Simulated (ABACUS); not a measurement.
Er:

```
Er
1.0
    -1.97794    1.97794    1.97794
     1.97794   -1.97794    1.97794
     1.97794    1.97794   -1.97794
Er
1
Cartesian
  0.0000 0.0000 0.0000
```

This isn't the form of Er at room conditions, which is hcp.

* Program: ABACUS 3.10.1
* Task: single point
* Functional: PBE
* Potentials or basis: PseudoDojo NC SR 0.4.1 PBE standard, lanthanides 3+ (f in core)
* Cutoff: 776 eV
* Density cutoff: 3102 eV
* Basis: plane waves
* k mesh: 9 × 9 × 9
* Occupations: fermi-dirac, width 0.05 eV
* Spin: collinear spin, ferromagnetic start
* Starting moments: [1.0] μB

On this cell: net moment 0.10 μB per cell; band gap on the k mesh none (metal or under the smearing width).

The same run follows on a disturbed copy (cell strained at random at fixed volume):

```xyz
1
Lattice="-2.0115 2.0174 2.0465 1.9654 -1.9478 1.9309 1.9865 1.9229 -1.9770" Properties=species:S:1:pos:R:3 pbc="T T T"
Er   -0.0279   -0.0107   -0.0199
```

Question: What changes?

Answer: The energy (extrapolated to zero smearing) moves by +4.4 meV/atom; net moment 0.06 μB per cell; band gap on the k mesh none (metal or under the smearing width).

Caveats: the magnetic or orbital state may not be the lowest; all typed moments are zero, and the program then starts from 1 μB on every atom; spin-orbit coupling is left out, which moves the levels of the heavy elements; the 4f electrons are frozen in the core as for a trivalent ion, so they carry no moment and show no levels.
